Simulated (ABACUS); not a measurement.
# GaAs (F-43m) in ABACUS: a series of runs, part 2 of 2

ABACUS 3.10.1. The steps go on from the part before.

**4. Single point, BLYP**

Contents of INPUT:

```
INPUT_PARAMETERS
suffix              GaAs
calculation         scf
basis_type          lcao
pseudo_dir          ./
orbital_dir         ./
symmetry            1
dft_functional      GGA_X_B88+GGA_C_LYP
ecutwfc             100
pseudo_rcut         10
nspin               1
nbands              24
ks_solver           scalapack_gvx
smearing_method     fd
smearing_sigma      0.00367493
scf_thr             1e-07
scf_nmax            100
mixing_type         broyden
mixing_beta         0.7
cal_force           1
cal_stress          1
out_mul             1
out_chg             1
```

Contents of STRU:

```
ATOMIC_SPECIES
As 74.9216 As.upf
Ga 69.7230 Ga.upf

NUMERICAL_ORBITAL
As_confined-atom_7au_2s2p2d.orb
Ga_confined-atom_8au_2s2p2d.orb

LATTICE_CONSTANT
1.8897261246

LATTICE_VECTORS
0.0000000000 2.8268500000 2.8268500000
2.8268500000 0.0000000000 2.8268500000
2.8268500000 2.8268500000 0.0000000000

ATOMIC_POSITIONS
Cartesian

As
0.0
1
4.2402750000 4.2402750000 4.2402750000 1 1 1

Ga
0.0
1
0.0000000000 0.0000000000 0.0000000000 1 1 1
```

Contents of KPT:

```
K_POINTS
0
Gamma
7 7 7 0 0 0
```

Potentials or basis: Ansatz NC PBE, DZP LCAO (the cutoffs set its grid).

On the command line:

```
$ OMP_NUM_THREADS=1 mpirun -np 4 abacus > log
```

running log:

```text
[... set-up lines left out ...]
 LCAO ALGORITHM --------------- ION=   1  ELEC=   1--------------------------------

 Density error is 0.041260541407
----------------------------------------------------------
     Energy           Rydberg                 eV
----------------------------------------------------------
 E_KohnSham     -364.5422752739      -4959.8521056097
 E_Harris       -363.7206673920      -4948.6735568942
 E_Fermi        0.6602149125         8.9826847148
----------------------------------------------------------

 LCAO ALGORITHM --------------- ION=   1  ELEC=   2--------------------------------

 Density error is 0.0128203691731
----------------------------------------------------------
     Energy           Rydberg                 eV
----------------------------------------------------------
 E_KohnSham     -364.5516584174      -4959.9797698260
 E_Harris       -364.4078163798      -4958.0226985025
 E_Fermi        0.6865110228         9.3404616494
----------------------------------------------------------

 LCAO ALGORITHM --------------- ION=   1  ELEC=   3--------------------------------

 Density error is 0.00424637605058
----------------------------------------------------------
     Energy           Rydberg                 eV
----------------------------------------------------------
 E_KohnSham     -364.5523298694      -4959.9889053988
 E_Harris       -364.4285591411      -4958.3049182490
 E_Fermi        0.6888336548         9.3720626788
----------------------------------------------------------

 LCAO ALGORITHM --------------- ION=   1  ELEC=   4--------------------------------

 Density error is 0.000464679130828
----------------------------------------------------------
     Energy           Rydberg                 eV
----------------------------------------------------------
 E_KohnSham     -364.5523791501      -4959.9895758975
 E_Harris       -364.5442072848      -4959.8783919670
 E_Fermi        0.6926010446         9.4233206475
----------------------------------------------------------

 LCAO ALGORITHM --------------- ION=   1  ELEC=   5--------------------------------

 Density error is 6.03038710535e-05
----------------------------------------------------------
     Energy           Rydberg                 eV
----------------------------------------------------------
 E_KohnSham     -364.5523794497      -4959.9895799736
 E_Harris       -364.5515774501      -4959.9786682096
 E_Fermi        0.6927827181         9.4257924416
----------------------------------------------------------

 LCAO ALGORITHM --------------- ION=   1  ELEC=   6--------------------------------

 Density error is 9.36616868425e-06
----------------------------------------------------------
     Energy           Rydberg                 eV
----------------------------------------------------------
 E_KohnSham     -364.5523794535      -4959.9895800251
 E_Harris       -364.5521557819      -4959.9865368171
 E_Fermi        0.6928135528         9.4262119701
----------------------------------------------------------

 LCAO ALGORITHM --------------- ION=   1  ELEC=   7--------------------------------

 Density error is 8.03921624516e-07
----------------------------------------------------------
     Energy           Rydberg                 eV
----------------------------------------------------------
 E_KohnSham     -364.5523794535      -4959.9895800259
 E_Harris       -364.5523400222      -4959.9890435349
 E_Fermi        0.6928191156         9.4262876550
----------------------------------------------------------

 LCAO ALGORITHM --------------- ION=   1  ELEC=   8--------------------------------

 Density error is 1.08354621203e-07
----------------------------------------------------------
     Energy           Rydberg                 eV
----------------------------------------------------------
 E_KohnSham     -364.5523794534      -4959.9895800250
 E_Harris       -364.5523799497      -4959.9895867763
 E_Fermi        0.6928200248         9.4263000257
----------------------------------------------------------

 LCAO ALGORITHM --------------- ION=   1  ELEC=   9--------------------------------

 Density error is 2.72447048367e-08
----------------------------------------------------------
     Energy           Rydberg                 eV
----------------------------------------------------------
 E_KohnSham     -364.5523794534      -4959.9895800249
 E_KS(sigma->0) -364.5523770300      -4959.9895470517
 E_Harris       -364.5523798557      -4959.9895854977
 E_band         -20.7732665217       -282.6347907682
 E_one_elec     -192.2347089372      -2615.4873949170
 E_Hartree      114.9068102976       1563.3873590520
 E_xc           -88.8716421861       -1209.1607243487
 E_Ewald        -198.3528337807      -2698.7287538649
 E_entropy(-TS) -0.0000048470        -0.0000659463
 E_descf        0.0000000000         0.0000000000
 E_exx          0.0000000000         0.0000000000
 E_Fermi        0.6928199998         9.4262996853
----------------------------------------------------------

 charge density convergence is achieved
 final etot is -4959.98958 eV
 EFERMI = 9.4262996853 eV

 STATE ENERGY(eV) AND OCCUPATIONS    NSPIN == 1
 1/20 kpoint (Cartesian) = 0.0000 0.0000 0.0000 (1274 pws)
       1       -25.7388     0.00583090
       2       -25.7388     0.00583090
       3       -25.7388     0.00583090
       4       -25.7235     0.00583090
       5       -25.7235     0.00583090
       6       -5.66727     0.00583090
[... 16 lines left out ...]
      23        22.0251        0.00000
      24        22.0251        0.00000

 2/20 kpoint (Cartesian) = 0.025268 0.025268 0.025268 (1283 pws)
       1       -25.7385      0.0466472
       2       -25.7385      0.0466472
       3       -25.7385      0.0466472
       4       -25.7234      0.0466472
       5       -25.7234      0.0466472
       6       -5.68402      0.0466472
[... 16 lines left out ...]
      23        24.1399        0.00000
      24        24.1399        0.00000

 3/20 kpoint (Cartesian) = 0.050536 0.050536 0.050536 (1296 pws)
       1       -25.7384      0.0466472
       2       -25.7380      0.0466472
       3       -25.7380      0.0466472
       4       -25.7234      0.0466472
       5       -25.7234      0.0466472
       6       -5.71908      0.0466472
[... 16 lines left out ...]
      23        27.0028        0.00000
      24        27.0028        0.00000

 4/20 kpoint (Cartesian) = 0.075804 0.075804 0.075804 (1301 pws)
       1       -25.7383      0.0466472
       2       -25.7377      0.0466472
       3       -25.7377      0.0466472
       4       -25.7233      0.0466472
       5       -25.7233      0.0466472
       6       -5.74412      0.0466472
[... 16 lines left out ...]
      23        23.9155        0.00000
      24        23.9155        0.00000

 5/20 kpoint (Cartesian) = 0.0000 0.0000 0.050536 (1296 pws)
       1       -25.7388      0.0349854
       2       -25.7383      0.0349854
       3       -25.7383      0.0349854
       4       -25.7236      0.0349854
       5       -25.7233      0.0349854
       6       -5.69363      0.0349854
[... 16 lines left out ...]
      23        23.1498        0.00000
      24        25.1998        0.00000

 6/20 kpoint (Cartesian) = 0.025268 0.075804 0.025268 (1286 pws)
       1       -25.7387       0.139942
       2       -25.7379       0.139942
       3       -25.7378       0.139942
       4       -25.7236       0.139942
       5       -25.7231       0.139942
       6       -5.72143       0.139942
[... 16 lines left out ...]
      23        25.4368        0.00000
      24        27.5714        0.00000

[... levels at 14 further k points ...]

 correction force for each atom along direction 1 is 0.0137624
 correction force for each atom along direction 2 is -0.000504039
 correction force for each atom along direction 3 is 0.00117691
------------------------------------------------------------------------------------------
 TOTAL-FORCE (eV/Angstrom)
------------------------------------------------------------------------------------------
                       As1         0.0000000000         0.0000000000         0.0000000000
                       Ga1         0.0000000000         0.0000000000         0.0000000000
------------------------------------------------------------------------------------------

----------------------------------------------------------------
 TOTAL-STRESS (KBAR)
----------------------------------------------------------------
        76.6844688854         0.0000000000         0.0000000000
        -0.0000000000        76.6844688854         0.0000000000
         0.0000000000         0.0000000000        76.6844688854
----------------------------------------------------------------
 TOTAL-PRESSURE: 76.684469 KBAR

 --------------------------------------------
 !FINAL_ETOT_IS -4959.9895800248805244 eV
 --------------------------------------------
```

It took 5.1 s on 4 MPI ranks of Intel Xeon Platinum 8488C (Sapphire Rapids), shared host; peak memory 0.48 GiB.

Results:

| Item | Value |
| --- | --- |
| Free energy | -4959.9896 eV |
| Pressure | 7.7 GPa |
| Band gap on the k mesh | 0.44 eV, direct |
| Mulliken charges | As +0.22; Ga -0.22 e |

Caveat: the atomic orbitals were generated for these runs and aren't a published set; Mulliken charges move with the basis; the potentials were made for another functional, which shifts forces and pressure; the basis of atomic orbitals isn't converged, which shifts pressures, moduli and gaps.

**5. Overview**

```tsv
level	potentials or basis	k mesh	cutoff (eV)	radial cutoff of the potentials (pseudo_rcut)	SCF threshold on the density	eigensolver	gap on the mesh (eV)	pressure (GPa)
WC	PseudoDojo NC SR 0.4 PBEsol stringent, plane waves	6 × 6 × 6	1551	7 bohr	1e-08	dav	0.39	0.2
SOGGA	GBRV ultrasoft 1.5 PBE, plane waves	6 × 6 × 6	544	10 bohr	1e-08	dav	0.47	-0.6
BLYP	Ansatz NC PBE, DZP LCAO (the cutoffs set its grid)	7 × 7 × 7	1361	10 bohr	1e-07	scalapack_gvx	0.44	7.7
```

Alike in all rows: task single point; no spin polarisation; cell as given; smearing fermi-dirac 0.05 eV.

Caveats: the potentials were made for another functional, which shifts forces and pressure; the atomic orbitals were generated for these runs and aren't a published set (some runs); the basis of atomic orbitals isn't converged, which shifts pressures, moduli and gaps (some runs).

Total energies depend on the potentials used, so only differences within one code and one set of settings carry meaning.

**6. Comparison with measurements**

Step 2. A measured gap of GaAs is 1.418 eV (direct; 300 K; “Evidence of valence band perturbations in GaAsN/GaAs(001): A combined variable-angle spectroscopic ellipsometry and modulated photoreflectance investigation”, 2008, arxiv:0805.2212); the calculated 0.39 eV misses it by -1.03 eV. So large a miss can be the level of theory's own, or it may mean another phase, state or a wrong row. 3 values of this kind are on record (1.412 to 1.51 eV); this one was drawn at random among those near their median, those with a stated uncertainty first. Spin-orbit coupling on As, Ga is left out. The value is that of WC, without temperature or zero-point motion. Semilocal functionals fall short of measured gaps as a rule.

Step 3. A measured gap of GaAs is 1.412 eV (direct; 300 K; “Evidence of valence band perturbations in GaAsN/GaAs(001): A combined variable-angle spectroscopic ellipsometry and modulated photoreflectance investigation”, 2008, arxiv:0805.2212); the calculated 0.47 eV misses it by -0.94 eV. 3 values of this kind are on record (1.412 to 1.51 eV); this one was drawn at random among those near their median, those with a stated uncertainty first. Spin-orbit coupling on As, Ga is left out. The value is that of SOGGA on a finite k mesh, which can miss the band edges, without temperature or zero-point motion.

Step 4. Measured gap of GaAs: 1.418 eV (direct; 300 K; “Evidence of valence band perturbations in GaAsN/GaAs(001): A combined variable-angle spectroscopic ellipsometry and modulated photoreflectance investigation”, 2008, arxiv:0805.2212). This calculation gives 0.44 eV (-0.98 eV). 3 values of this kind are on record (1.412 to 1.51 eV); this one was drawn at random among those near their median, those with a stated uncertainty first. Spin-orbit coupling on As, Ga is left out. The value is that of BLYP in an atomic basis (Ansatz NC PBE, DZP LCAO (the cutoffs set its grid)), whose error adds to the functional's,, without temperature or zero-point motion. Semilocal functionals fall short of measured gaps as a rule.
